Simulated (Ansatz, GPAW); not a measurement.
This is a calculation of CaO for GPAW 26.7.0 (ASE script). The cell is a database's computed one, not the measured one.

The input run.py:

```python
from ase import Atoms
from ase.dft.bandgap import bandgap
from ase.io import write
from ase.units import GPa
from gpaw import GPAW, PW

atoms = Atoms(['Ca', 'O'],
              cell=[[0.0, 2.403555696, 2.403555696],
                    [2.403555696, 0.0, 2.403555696],
                    [2.403555696, 2.403555696, 0.0]],
              scaled_positions=[[0.0, 0.0, 0.0],
                                [0.5, 0.5, 0.5]],
              pbc=True)

calc = GPAW(mode=PW(800),
            xc='PBE',
            kpts={'size': (10, 10, 10), 'gamma': True},
            occupations={'name': 'methfessel-paxton', 'order': 0, 'width': 0.024},
            nbands=16,
            convergence={'density': 1e-05, 'energy': 1e-05},
            maxiter=150,
            txt='gpaw.txt')
atoms.calc = calc
energy = atoms.get_potential_energy()
forces = atoms.get_forces()
stress = atoms.get_stress()
calc.write('gs.gpw')
write('result.traj', atoms)
print(f'Energy: {energy:.6f} eV')
print('Forces (eV/A):')
print(forces.round(4))
print('Stress (GPa):', (stress / GPa).round(3))
print('Fermi level:', round(calc.get_fermi_level(), 4), 'eV')
print(f'Gap: {bandgap(calc)[0]:.4f} eV, direct: {bandgap(calc, direct=True)[0]:.4f} eV')
```

Potentials or basis: GPAW PAW data sets (gpaw-data 1.2.1), pw.

Command:

```sh
$ OMP_NUM_THREADS=1 python run.py
```

Task: Translate it to Ansatz 0.2.0. Potentials or basis there: Ansatz PAW, cutoff 420 eV.

Result: As run (cutoffs and basis follow the program's own potentials, and thresholds, step limits or extra output files can differ):

input.yaml

```yaml
crystal:
  lattice:
    - [0.0, 2.403555696, 2.403555696]
    - [2.403555696, 0.0, 2.403555696]
    - [2.403555696, 2.403555696, 0.0]
  atoms:
    - { symbol: Ca, position: [0.0, 0.0, 0.0] }
    - { symbol: O, position: [0.5, 0.5, 0.5] }
hamiltonian:
  xc: pbe
  pseudopotentials: { kind: paw }
kpoints:
  mp_grid: { grid: [10, 10, 10] }
scf:
  occupations: { method: gaussian, width: 0.024 }
output:
  forces: true
  stress: true
  eigenvalues: true
```

Potentials or basis: Ansatz PAW.

The run is started by

```sh
$ ansatz run input.yaml --threads 2 --pin off --max-ram 5632MiB --backend cpu --events-out ev --progress --plain --runs-dir out
```

Both were run:

|  | GPAW | Ansatz |
| --- | --- | --- |
| Pressure | 2.2 GPa | 1.6 GPa |

Ansatz's pressure holds a Pulay term of +0.41 GPa for its cutoff of 420 eV, which the other run lacks.

Where Ansatz's input types no cutoff or centring, it takes its own default and a Γ-centred mesh.

Pressure is positive in compression.
